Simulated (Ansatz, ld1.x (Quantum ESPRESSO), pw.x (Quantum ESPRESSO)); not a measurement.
## What a changed setting does to a pw.x run (diamond P)

Potential: norm-conserving Troullier–Martins (Kleinman–Bylander form), ld1.x (Quantum ESPRESSO) 7.5, PBE; core [Ne], reference 3s2 3p3; waves: 3p (bound): rc 1.80 bohr; 3d channel at 0.2 Ry: rc 1.55 bohr; 3s (bound): rc 1.50 bohr; local part: the s channel; core correction: Bessel-smoothed model core, default radius (core density twice the valence density).

The reference run (k-mesh 8³, cutoffs 60/240 Ry, Fermi–Dirac 0.01 Ry, mixing_beta 0.4, conv_thr 1e-9, no spin) gives -0.41 GPa at 20.949 Å³/atom, where all-electron LAPW gives -0.21 GPa. This run, with its own iteration cap, changes k-mesh shift to 1.

```
&control
  calculation='scf', prefix='x', pseudo_dir='./', outdir='./tmp', tstress=.true., disk_io='none'
/
&system
  ibrav=0, nat=2, ntyp=1, ecutwfc=60, ecutrho=240, nbnd=12,
  occupations='smearing', smearing='fd', degauss=0.01
/
&electrons
  conv_thr=1e-09, mixing_beta=0.4, electron_maxstep=50
/
ATOMIC_SPECIES
P 1.0 P.UPF
CELL_PARAMETERS angstrom
  0.00000000 2.75668895 2.75668895
  2.75668895 0.00000000 2.75668895
  2.75668895 2.75668895 0.00000000
ATOMIC_POSITIONS crystal
P 0.0000 0.0000 0.0000
P 0.2500 0.2500 0.2500
K_POINTS automatic
8 8 8 1 1 1
```

```bash
pw.x < P.scf.in > P.scf.out
```

Question: How does the run end?

Answer: It converges in 6 iterations; the free energy moves by -17.3 meV/atom and the pressure by -0.36 GPa.

```
Message from routine setup:
     using ibrav=0 with symmetry is DISCOURAGED, use correct ibrav instead
     lattice parameter (alat)  =       7.3672  a.u.
     unit-cell volume          =     282.7417 (a.u.)^3
     number of electrons       =        10.00
     number of Kohn-Sham states=           12
     kinetic-energy cutoff     =      60.0000  Ry
     charge density cutoff     =     240.0000  Ry
     scf convergence threshold =      1.0E-09
     Exchange-correlation= PBE
     number of k points=    60  Fermi-Dirac smearing, width (Ry)=  0.0100
     iteration #  1     ecut=    60.00 Ry     beta= 0.40
     total energy              =     -43.96314025 Ry
     estimated scf accuracy    <       0.01606922 Ry
     iteration #  2     ecut=    60.00 Ry     beta= 0.40
     total energy              =     -43.96215004 Ry
     estimated scf accuracy    <       0.00472531 Ry
     iteration #  3     ecut=    60.00 Ry     beta= 0.40
     total energy              =     -43.96232121 Ry
     estimated scf accuracy    <       0.00006796 Ry
     iteration #  4     ecut=    60.00 Ry     beta= 0.40
     total energy              =     -43.96233188 Ry
     estimated scf accuracy    <       0.00000032 Ry
     iteration #  5     ecut=    60.00 Ry     beta= 0.40
     total energy              =     -43.96233225 Ry
     estimated scf accuracy    <       0.00000004 Ry
     iteration #  6     ecut=    60.00 Ry     beta= 0.40
     the Fermi energy is     6.6859 ev
!    total energy              =     -43.96233226 Ry
     estimated scf accuracy    <          7.0E-10 Ry
     smearing contrib. (-TS)   =      -0.00553451 Ry
     The total energy is F=E-TS. E is the sum of the following terms:
     one-electron contribution =       4.05040087 Ry
     hartree contribution      =       2.53486809 Ry
     xc contribution           =     -24.69066655 Ry
     ewald contribution        =     -25.85140015 Ry
     convergence has been achieved in   6 iterations
          total   stress  (Ry/bohr**3)                   (kbar)     P=       -7.64
     Message from routine punch:
     Nothing written, as per user request (disk_io='none')
```

The run took about 19 s on one core of a shared server CPU.
